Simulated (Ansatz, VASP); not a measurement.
# Two plane-wave programs on Ga

Contents of INCAR:

```
SYSTEM = Ga
  PREC = Accurate
  ENCUT = 520
  EDIFF = 1E-6
  ISMEAR = -1
  SIGMA = 0.05
  LREAL = .False.
  LASPH = .True.
  NELM = 80
  ALGO = Normal
  ISIF = 2
  LWAVE = .False.
  LCHARG = .True.
  GGA = RP
  LELF = .True.
  LVHAR = .True.
  NBANDS = 12
```

The input KPOINTS:

```
regular mesh
0
Gamma
  10 10 10
  0 0 0
```

File POSCAR:

```
Ga
1.0
    2.7164800000      0.0000000000      0.0000000000
    0.0000000000      2.7164800000      0.0000000000
    0.0000000000      0.0000000000      2.7164800000
Ga
1
Direct
    0.0000000000      0.0000000000      0.0000000000
```

File input.yaml:

```yaml
crystal:
  lattice:
    - [2.71648, 0.0, 0.0]
    - [0.0, 2.71648, 0.0]
    - [0.0, 0.0, 2.71648]
  atoms:
    - { symbol: Ga, position: [0.0, 0.0, 0.0] }
hamiltonian:
  xc: rpbe
  pseudopotentials: { kind: paw }
kpoints:
  mp_grid: { grid: [10, 10, 10] }
  band_path:
    path:
      - [[0.0, 0.0, 0.0], [0.0, 0.5, 0.0], [0.5, 0.5, 0.0], [0.0, 0.0, 0.0], [0.5, 0.5, 0.5], [0.0, 0.5, 0.0]]
      - [[0.5, 0.5, 0.0], [0.5, 0.5, 0.5]]
    npoints: 14
scf:
  occupations: { method: fermi_dirac, width: 0.05 }
  n_extra_bands: 6
output:
  forces: true
  stress: true
  eigenvalues: true
  fatbands: false
  write_density: true
  write_potential: true
  elf: true
  volumetric_format: npy
```

The cell was built by a generator and needn't be a form met in nature.

Alike in both runs: functional RPBE; k mesh 10 × 10 × 10; occupations fermi-dirac, width 0.05 eV; no spin polarisation.

|  | VASP | Ansatz |
| --- | --- | --- |
| version | VASP 6.6.1 | Ansatz 0.2.0 |
| potentials or method | VASP PAW PBE potentials, release 64 (Ga_d) | Ansatz PAW |
| plane-wave cutoff (eV) | 520 | 420 |
| valence electrons in the cell | 13 | 13 |
| task | single point | band structure |

```csv
,VASP,Ansatz,Ansatz less VASP
gap on the k mesh at the Fermi level (eV),none,none,-
pressure (GPa),2.0,1.9,-0.10
```

A gap of «none» marks a metal or a gap that the smearing closes. The functional is the same, so the differences come from potentials, cutoffs and numerics.

Caveats: the PAW data sets were made with another functional, which shifts forces and pressure a little (VASP); the PAW data sets come from PBE, with cores solved anew for the run's functional, which leaves a small shift of forces and pressure (Ansatz).
